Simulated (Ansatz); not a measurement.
Wires are cut from relaxed bulk MgO (P6_3mc, not its usual structure, 12.18 Å³/atom, gap on the mesh 3.41 eV); atoms and period are relaxed, and energies count from that bulk. Caps count from half an H2 molecule.

The calculation used DFT PBE, scalar-relativistic, plane waves, PAW (Ansatz 0.2.0).

Cutoff 420 eV, Gaussian smearing of 0.05 eV, energies at zero smearing, symmetry of each start kept, no spin polarisation.

```tsv
start	atoms	k mesh	excess energy (eV per host atom)	line energy (eV/Å)	period (Å)	gap on the mesh (eV)	highest filled level or Fermi level under vacuum (eV)
[001] wire, 6 host atoms a period with H caps	16	1×1×7	0.786	0.918	5.135	4.66	-
[001] wire, 8 host atoms a period with H caps*	20	1×1×7	0.599	1.252	3.826	3.92	4.90
```

A dash: not computed, or not clear enough to read.

* ends far from its start.

The gap is read on a mesh, which can miss the band edges, so it can be too wide.

Each run keeps its start's symmetry and one magnetic start, so lower states can exist.